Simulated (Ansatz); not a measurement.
Geometry optimisation, DFT PBEsol, scalar-relativistic, plane waves, PAW (Ansatz 0.2.0).

Input file:

```yaml
crystal:
  lattice:
    - [5.896281, 0.0, 0.0]
    - [0.0, 5.3304, 0.0]
    - [0.0, 0.0, 16.761247]
  atoms:
    - { symbol: Si, position: [0.0, 0.0, 0.0596614] }
    - { symbol: Si, position: [0.5, 0.25, 0.0596614] }
    - { symbol: O, position: [0.0, 0.0, 0.167834] }
    - { symbol: O, position: [0.1925, 0.25, 0.0596614] }
    - { symbol: O, position: [0.5, 0.0, 0.1273792] }
    - { symbol: O, position: [0.8075, 0.25, 0.0596614] }
    - { symbol: Si, position: [0.5, 0.0, 0.2355517] }
    - { symbol: Si, position: [0.0, 0.25, 0.2355517] }
    - { symbol: O, position: [0.5, 0.0, 0.3437242] }
    - { symbol: O, position: [0.6925, 0.25, 0.2355517] }
    - { symbol: O, position: [0.0, 0.0, 0.3032695] }
    - { symbol: O, position: [0.3075, 0.25, 0.2355517] }
    - { symbol: Si, position: [0.0, 0.5, 0.0596614] }
    - { symbol: Si, position: [0.5, 0.75, 0.0596614] }
    - { symbol: O, position: [0.0, 0.5, 0.167834] }
    - { symbol: O, position: [0.1925, 0.75, 0.0596614] }
    - { symbol: O, position: [0.5, 0.5, 0.1273792] }
    - { symbol: O, position: [0.8075, 0.75, 0.0596614] }
    - { symbol: Si, position: [0.5, 0.5, 0.2355517] }
    - { symbol: Si, position: [0.0, 0.75, 0.2355517] }
    - { symbol: O, position: [0.5, 0.5, 0.3437242] }
    - { symbol: O, position: [0.6925, 0.75, 0.2355517] }
    - { symbol: O, position: [0.0, 0.5, 0.3032695] }
    - { symbol: O, position: [0.3075, 0.75, 0.2355517] }
    - { symbol: O, position: [0.2688111, 0.2615033, 0.3252292], spin: 1.0 }
magnetization:
  spin_polarized: true
basis:
  ecutwfc: 420.0
kpoints:
  mp_grid: { grid: [2, 2, 1] }
hamiltonian:
  xc: pbesol
  pseudopotentials: { kind: paw, azcp: { folder: soft_1 } }
scf:
  occupations: { method: gaussian, width: 0.02 }
  lower_state_search: "off"
relax:
  f_tol: 0.03
  max_steps: 60
  adjacent_minimum: "off"
  constraints: [{ sites: [0, 1, 3, 5, 12, 13, 15, 17] }]
```

Launched with:

```bash
$ ansatz run input.yaml --threads 2 --pin off --max-ram 5120MiB --backend cpu --events-out ev --progress --plain --runs-dir out
```

Q: Where does it end, and by what steps?

A: The forces met the threshold. Limits of this set-up: coarse k mesh, thin slab, slab without dipole correction, PAW files made for another functional. After 16 steps the energy has fallen by 8.197 eV; O25 moved furthest, 1.72 Å. Joined: O9–O25 (1.97 → 1.36 Å), O21–O25 (1.89 → 1.36 Å).

```csv
step,energy less start (eV),largest force component (eV/Å),accepted
0,0.0000,4.592,yes
1,-1.5132,3.642,yes
2,-3.5231,2.267,yes
3,-3.9487,3.195,yes
4,-4.3818,3.756,yes
5,-5.5745,2.966,yes
6,-6.7456,2.116,yes
7,-7.5545,1.405,yes
8,-7.7697,1.012,yes
9,-7.9094,0.790,yes
10,-8.0379,0.737,yes
11,-8.1513,0.908,yes
12,-8.1550,0.716,yes
13,-8.1850,0.192,yes
14,-8.1959,0.073,yes
15,-8.1965,0.037,yes
16,-8.1966,0.008,yes
```

```xyz
25
Lattice="5.8963 0.0000 0.0000 0.0000 5.3304 0.0000 0.0000 0.0000 16.7612" Properties=species:S:1:pos:R:3
Si 0.000 0.000 1.000
Si 2.948 1.333 1.000
O 0.000 -0.009 2.729
O 1.135 1.333 1.000
O 2.948 -0.008 2.099
O 4.761 1.333 1.000
Si 2.948 0.015 4.016
Si 0.000 1.333 4.053
O 2.948 0.147 5.833
O 4.079 1.333 3.894
O 0.000 0.013 5.073
O 1.818 1.333 3.894
Si 0.000 2.665 1.000
Si 2.948 3.998 1.000
O 0.000 2.674 2.729
O 1.135 3.998 1.000
O 2.948 2.673 2.098
O 4.761 3.998 1.000
Si 2.948 2.651 4.016
Si 0.000 3.998 4.094
O 2.948 2.519 5.833
O 4.060 3.998 4.004
O 0.000 2.652 5.073
O 1.836 3.998 4.005
O 2.950 1.333 6.495
```

Whether the end is a true minimum wasn't checked by a vibrational analysis.

Run time: 4.1 min on 2 threads of Arm Neoverse V2, on a shared host, peak memory 1 GiB.
